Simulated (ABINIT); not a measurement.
# SnSe2 (P-3m1) in ABINIT: single point with PBEsol

Aim: the single point of SnSe2 with PBEsol.

Program: ABINIT 10.8.3 (patched build). These are calculated values, not measurements. Logs are shortened: lines on timing, memory, paths and dates and some standing lists are left out, and cuts for length are marked. The log counts tension as positive stress, the text compression.

### 1 The structure

It takes space group P-3m1 (No. 164, trigonal). The conventional cell has a = 3.811 Å, b = 3.811 Å, c = 6.136 Å, α = 90.00°, β = 90.00°, γ = 120.00°. Sn (site symmetry -3m) is surrounded by 6 Se at 2.68 Å. Around Se (site symmetry 3m) lie 3 Sn at 2.68 Å.

### 2 Single point, PBEsol

Input file run.abi:

```
pp_dirpath "./"
pseudos "Sn.upf, Se.upf"

acell 3*1.0 Angstrom
rprim
     3.8110000000     0.0000000000     0.0000000000
    -1.9055000000     3.3004228138     0.0000000000
     0.0000000000     0.0000000000     6.1360000000
ntypat 2
znucl 50 34
natom 3
typat 1 2 2
xred
     0.0000000000     0.0000000000     0.0000000000
     0.6666666667     0.3333333333     0.7510000000
     0.3333333333     0.6666666667     0.2490000000

ecut 39.0

kptopt 1
ngkpt 6 6 4
nshiftk 1
shiftk 0.0 0.0 0.0

ixc -116133

nband 28
occopt 3
tsmear 0.00183747

nstep 100
tolvrs 1.0e-10

iomode 3
prtwf 0
prtden 0
prteig 0
prtebands 0
enunit 1
prtvol 2
```

Potentials or basis: PseudoDojo NC SR PBEsol v0.4.1 standard.

Run with:

```console
> mpirun --bind-to none -np 4 abinit run.abi > log 2>&1
```

run.abo:

```text
.Version 10.8.3 of ABINIT
 Symmetries : space group P-3 m 1 (#164); Bravais hP (primitive hexag.)
================================================================================
 Values of the parameters that define the memory need of the present run
     intxc =       0    ionmov =       0      iscf =       7    lmnmax =       6
     lnmax =       6     mgfft =      72  mpssoang =       3    mqgrid =    3260
     natom =       3  nloc_mem =       1    nspden =       1   nspinor =       1
    nsppol =       1      nsym =      12    n1xccc =    2501    ntypat =       2
    occopt =       3   xclevel =       2
       mpw =        6078          nfft =      145800          nkpt =          24
================================================================================
================================================================================

--------------------------------------------------------------------------------
------------- Echo of variables that govern the present computation ------------
--------------------------------------------------------------------------------
 -outvars: echo values of preprocessed input variables --------
            acell      1.8897261259E+00  1.8897261259E+00  1.8897261259E+00 Bohr
              amu      1.18710000E+02  7.89600000E+01
             ecut      3.90000000E+01 Hartree
           enunit           1
              ixc     -116133
         kptrlatt        6    0    0      0    6    0      0    0    4
          kptrlen      4.32104776E+01
            natom           3
            nband          28
            ngfft          45      45      72
             nkpt          24
            nstep         100
             nsym          12
           ntypat           2
           occopt           3
           prtden           0
        prtebands           0
           prteig           0
           prtvol           2
            prtwf           0
            rprim      3.8110000000E+00  0.0000000000E+00  0.0000000000E+00
                      -1.9055000000E+00  3.3004228138E+00  0.0000000000E+00
                       0.0000000000E+00  0.0000000000E+00  6.1360000000E+00
          spgroup         164
           tolvrs      1.00000000E-10
           tsmear      1.83747000E-03 Hartree
            typat      1  2  2
           xangst      0.0000000000E+00  0.0000000000E+00  0.0000000000E+00
                       1.9055000000E+00  1.1001409379E+00  4.6081360000E+00
                       3.9252476502E-17  2.2002818759E+00  1.5278640000E+00
            xcart      0.0000000000E+00  0.0000000000E+00  0.0000000000E+00
                       3.6008731329E+00  2.0789650726E+00  8.7081149909E+00
                       7.4176430353E-17  4.1579301452E+00  2.8872445176E+00
             xred      0.0000000000E+00  0.0000000000E+00  0.0000000000E+00
                       6.6666666667E-01  3.3333333333E-01  7.5100000000E-01
                       3.3333333333E-01  6.6666666667E-01  2.4900000000E-01
            znucl       50.00000   34.00000

================================================================================

 chkinp: Checking input parameters for consistency.

================================================================================
== DATASET  1 ==================================================================

--- !DatasetInfo
iteration_state: {dtset: 1, }
dimensions: {natom: 3, nkpt: 24, mband: 28, nsppol: 1, nspinor: 1, nspden: 1, mpw: 6078, }
cutoff_energies: {ecut:  39.0, pawecutdg:  -1.0, }
electrons: {nelect:   4.60000000E+01, charge:   0.00000000E+00, occopt:   3.00000000E+00, tsmear:   1.83747000E-03, }
meta: {optdriver: 0, ionmov: 0, optcell: 0, iscf: 7, paral_kgb: 0, }
...

 Real(R)+Recip(G) space primitive vectors, cartesian coordinates (Bohr,Bohr^-1):
 R(1)=  7.2017463  0.0000000  0.0000000  G(1)=  0.1388552  0.0801681  0.0000000
 R(2)= -3.6008731  6.2368952  0.0000000  G(2)=  0.0000000  0.1603362  0.0000000
 R(3)=  0.0000000  0.0000000 11.5953595  G(3)=  0.0000000  0.0000000  0.0862414
 Unit cell volume ucvol=  5.2082339E+02 bohr^3
 Angles (23,13,12)=  9.00000000E+01  9.00000000E+01  1.20000000E+02 degrees

 getcut: wavevector=  0.0000  0.0000  0.0000  ngfft=  45  45  72
         ecut(hartree)=     39.000   => boxcut(ratio)=   2.17329
[... 195 lines left out ...]
  4.29E-17 3.94E-17 1.32E-17 1.26E-17 3.44E-17 1.02E-17 9.39E-18 5.38E-16
  5.37E-16 6.62E-16 8.81E-16 9.25E-16 7.59E-16 2.79E-16 6.66E-16 6.20E-16
  9.71E-16 1.98E-15 8.63E-15 9.56E-12
   0.3333  0.3333  0.5000    1  4.17431E-08 kpt; spin; max resid(k); each band:
  1.76E-18 3.70E-18 1.79E-18 1.81E-18 3.58E-17 3.02E-17 3.02E-17 4.11E-17
  4.11E-17 4.11E-17 1.46E-17 1.44E-17 1.06E-17 1.06E-17 9.15E-18 4.44E-16
  4.44E-16 2.86E-16 1.05E-15 1.04E-15 7.12E-16 4.96E-16 4.96E-16 3.82E-16
  1.15E-15 1.16E-15 4.01E-15 4.17E-08
 reduced coordinates (array xred) for    3 atoms
       0.000000000000      0.000000000000      0.000000000000
       0.666666666667      0.333333333333      0.751000000000
       0.333333333333      0.666666666667      0.249000000000
 rms dE/dt=  6.6045E-02; max dE/dt=  1.4010E-01; dE/dt below (all hartree)
    1       0.000000000000      0.000000000000      0.000000000000
    2       0.000000000000     -0.000000000000      0.140103646772
    3      -0.000000000000      0.000000000000     -0.140103646772

 cartesian coordinates (angstrom) at end:
    1      0.00000000000000     0.00000000000000     0.00000000000000
    2      1.90550000000000     1.10014093793333     4.60813600000000
    3      0.00000000000000     2.20028187586667     1.52786400000000

 cartesian forces (hartree/bohr) at end:
    1     -0.00000000000000     0.00000000000000    -0.00000000000000
    2     -0.00000000000000     0.00000000000000    -0.01208273418936
    3      0.00000000000000    -0.00000000000000     0.01208273418936
 frms,max,avg= 5.6958555E-03 1.2082734E-02   0.000E+00  0.000E+00  0.000E+00 h/b

 cartesian forces (eV/Angstrom) at end:
    1     -0.00000000000000     0.00000000000000    -0.00000000000000
    2     -0.00000000000000     0.00000000000000    -0.62131917320529
    3      0.00000000000000    -0.00000000000000     0.62131917320529
 frms,max,avg= 2.9289267E-01 6.2131917E-01   0.000E+00  0.000E+00  0.000E+00 e/A
 length scales=  1.889726125908  1.889726125908  1.889726125908 bohr
              =  1.000000000000  1.000000000000  1.000000000000 angstroms
 Fermi (or HOMO) energy (eV) =   4.08612   Average Vxc (eV)= -10.20587
 Eigenvalues (   eV  ) for nkpt=  24  k points:
 kpt#   1, nband= 28, wtk=  0.00694, kpt=  0.0000  0.0000  0.0000 (reduced coord)
 -43.19104  -43.19104  -43.19083  -43.19083  -43.13912  -43.13912  -43.13859  -43.13859
 -43.12066  -43.12054  -17.50204  -17.50204  -17.46192  -17.44767  -17.44767  -10.32182
  -8.52864   -2.39145    3.02230    3.02230    3.32400    3.32400    3.73000    4.69635
   6.56578    8.30210    8.30210   11.75943
 kpt#   2, nband= 28, wtk=  0.04167, kpt=  0.1667  0.0000  0.0000 (reduced coord)
 -43.19099  -43.19095  -43.19086  -43.19080  -43.13923  -43.13923  -43.13876  -43.13870
 -43.12066  -43.12054  -17.51583  -17.49273  -17.45672  -17.45108  -17.44574  -10.04484
  -8.35539   -2.37328    0.98441    2.13382    2.18493    3.61223    3.69353    5.98031
   7.31143    8.47560    8.78612   10.87967
 kpt#   3, nband= 28, wtk=  0.04167, kpt=  0.3333  0.0000  0.0000 (reduced coord)
 -43.19102  -43.19092  -43.19061  -43.19056  -43.13936  -43.13930  -43.13900  -43.13873
 -43.12059  -43.12050  -17.54711  -17.48173  -17.46686  -17.43407  -17.43356   -9.30116
  -8.05328   -2.93153   -0.41002    0.82669    1.33762    3.15803    3.50822    5.17612
   7.61041    9.17738    9.42122   10.36896
 kpt#   4, nband= 28, wtk=  0.02083, kpt=  0.5000  0.0000  0.0000 (reduced coord)
 -43.19095  -43.19090  -43.19047  -43.19039  -43.13936  -43.13930  -43.13900  -43.13877
[... 88 lines left out ...]
 kpt#  22, nband= 28, wtk=  0.04167, kpt=  0.1667  0.1667  0.5000 (reduced coord)
 -43.19093  -43.19090  -43.19068  -43.19066  -43.13914  -43.13909  -43.13903  -43.13896
 -43.12057  -43.12052  -17.53214  -17.49043  -17.45899  -17.44890  -17.43286   -9.37420
  -8.35796   -2.52831    0.12143    0.90879    1.81219    2.78281    2.88774    5.91609
   8.20380    9.50531    9.60798   10.18038
 kpt#  23, nband= 28, wtk=  0.08333, kpt=  0.3333  0.1667  0.5000 (reduced coord)
 -43.19093  -43.19088  -43.19055  -43.19054  -43.13923  -43.13913  -43.13910  -43.13898
 -43.12048  -43.12046  -17.54776  -17.49321  -17.46302  -17.43652  -17.42410   -8.61917
  -8.10287   -3.51623   -0.88683    0.21446    1.04200    3.02660    3.22266    5.55535
   8.31787    9.12647    9.37354   10.35367
 kpt#  24, nband= 28, wtk=  0.01389, kpt=  0.3333  0.3333  0.5000 (reduced coord)
 -43.19075  -43.19070  -43.19068  -43.19068  -43.13925  -43.13912  -43.13912  -43.13896
 -43.12041  -43.12041  -17.52273  -17.52273  -17.44617  -17.44617  -17.42776   -8.16046
  -8.16046   -3.76845   -0.53833   -0.53833   -0.04213    3.34988    3.34988    6.22428
   8.37167    8.37167    9.88397   11.85252
 Total charge density [el/Bohr^3]
)     Maximum=    2.4421E+00  at reduced coord.    0.7556    0.4000    0.7222
)Next maximum=    2.4421E+00  at reduced coord.    0.6444    0.4000    0.7222
)     Minimum=    1.4073E-04  at reduced coord.    0.0000    0.0000    0.0000
)Next minimum=    4.4868E-04  at reduced coord.    0.3333    0.6667    0.2500
   Integrated=    4.6000E+01

--- !EnergyTerms
iteration_state     : {dtset: 1, }
comment             : Components of total free energy in Hartree
kinetic             :  2.03922955200018E+02
hartree             :  9.60087077020881E+01
xc                  : -6.98180970754831E+01
Ewald energy        : -1.70524006997626E+02
psp_core            :  8.01988238252223E+00
local_psp           : -2.61099744095430E+02
non_local_psp       : -1.27393530423915E+02
internal            : -3.20883833307826E+02
'-kT*entropy'       : -2.02846018785132E-06
total_energy        : -3.20883835336286E+02
total_energy_eV     : -8.73169398342744E+03
band_energy         : -3.90273038723784E+01
...

 Cartesian components of stress tensor (hartree/bohr^3)
  sigma(1 1)= -6.33012466E-05  sigma(3 2)=  0.00000000E+00
  sigma(2 2)= -6.33012464E-05  sigma(3 1)=  0.00000000E+00
  sigma(3 3)= -1.17567342E-04  sigma(2 1)=  0.00000000E+00

-Cartesian components of stress tensor (GPa)         [Pressure=  2.3946E+00 GPa]
- sigma(1 1)= -1.86238697E+00  sigma(3 2)=  0.00000000E+00
- sigma(2 2)= -1.86238697E+00  sigma(3 1)=  0.00000000E+00
- sigma(3 3)= -3.45895063E+00  sigma(2 1)=  0.00000000E+00

== END DATASET(S) ==============================================================
================================================================================

 -outvars: echo values of variables after computation  --------
            acell      1.8897261259E+00  1.8897261259E+00  1.8897261259E+00 Bohr
           etotal     -3.2088383534E+02
            fcart     -2.4925854774E-29  4.3172846891E-29 -0.0000000000E+00
                      -9.9703419097E-29  7.7711124405E-28 -1.2082734189E-02
                       1.2462927387E-28 -8.2028409094E-28  1.2082734189E-02
            rprim      3.8110000000E+00  0.0000000000E+00  0.0000000000E+00
                      -1.9055000000E+00  3.3004228138E+00  0.0000000000E+00
                       0.0000000000E+00  0.0000000000E+00  6.1360000000E+00
           strten     -6.3301246624E-05 -6.3301246415E-05 -1.1756734243E-04
                       0.0000000000E+00  0.0000000000E+00  0.0000000000E+00
           xangst      0.0000000000E+00  0.0000000000E+00  0.0000000000E+00
                       1.9055000000E+00  1.1001409379E+00  4.6081360000E+00
                       3.9252476502E-17  2.2002818759E+00  1.5278640000E+00
             xred      0.0000000000E+00  0.0000000000E+00  0.0000000000E+00
                       6.6666666667E-01  3.3333333333E-01  7.5100000000E-01
                       3.3333333333E-01  6.6666666667E-01  2.4900000000E-01
 Calculation completed.
```

It took 50 s on 4 MPI ranks of Arm Neoverse V1, shared host; peak memory 0.44 GiB.

Results:

```yaml
Free_energy: -8731.6940 eV
Pressure: 2.4 GPa
Largest_force: 0.621 eV/Å
Band_gap_on_the_k_mesh: 0.72 eV, indirect (least direct gap 0.97 eV)
Valence_electrons_inside_the_program's_atomic_spheres: Sn 10.49; Se 13.22
```

Forces on the atoms (eV/Å):
```
Sn   0.000  0.000  0.000
Se   0.000  0.000 -0.621
Se   0.000  0.000  0.621
```

Caveat: spin-orbit coupling is left out, which moves the levels of the heavy elements; this functional lacks dispersion, which binds the layers, so the pressure and a relaxed spacing across them are unreliable.
